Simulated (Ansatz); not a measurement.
# Does disorder add resistance in series? Nb(100) layers with 50 % Al

Two lengths of the disordered region are known. What area resistance does the third give?

Set-up. Ansatz 0.2.0, plane waves with PAW datasets at their recommended cutoffs (420 eV for most), Fermi-Dirac smearing; ballistic transmission by layer matching. The area resistance is RA = A (h/2e²)(1/T − 1/N), with T the zone-mean transmission per spin and N the lead's channels, both averaged over a few energies near the Fermi level; for magnets each spin is taken apart, with h/e², and the two conduct in parallel. Lateral cell 2x2, PBE, a fresh random draw for each length.

The runs, with one result withheld:

```tsv
length (Å)	channels N	RA (fΩ m²)
6.61	10.92	1.69
13.2	10.96	2.57
19.8	10.92	?
```

**Estimate by hand.**

Ohm's law makes RA linear in the length: the slope is (2.57 − 1.69)/(13.2 − 6.61) = 0.133 fΩ m² per Å, or 133 µΩ cm. Then 2.57 + 0.133 × 6.61. Predicted: 3.45 fΩ m².

**The withheld run.**

3.26 fΩ m², so the prediction is 5.8 % too high. The three lengths together give 119 µΩ cm. The two increments are 0.88 and 0.69 fΩ m², roughly as Ohm's law has it, though with one draw for each length that is a weak test.

**Limits.** The scatterers repeat sideways with the small cell. The slope is a raw one; a model of isotropic scattering puts it 1.00 times the bulk value over these lengths. Atoms sit unrelaxed on the host's lattice, and the pair may not mix at random in practice.

[Logs are printed without paths, hosts, clocks, repeated set-up lines and the standing remarks that a program may print on its own settings, such as how far it seeks lower states.]
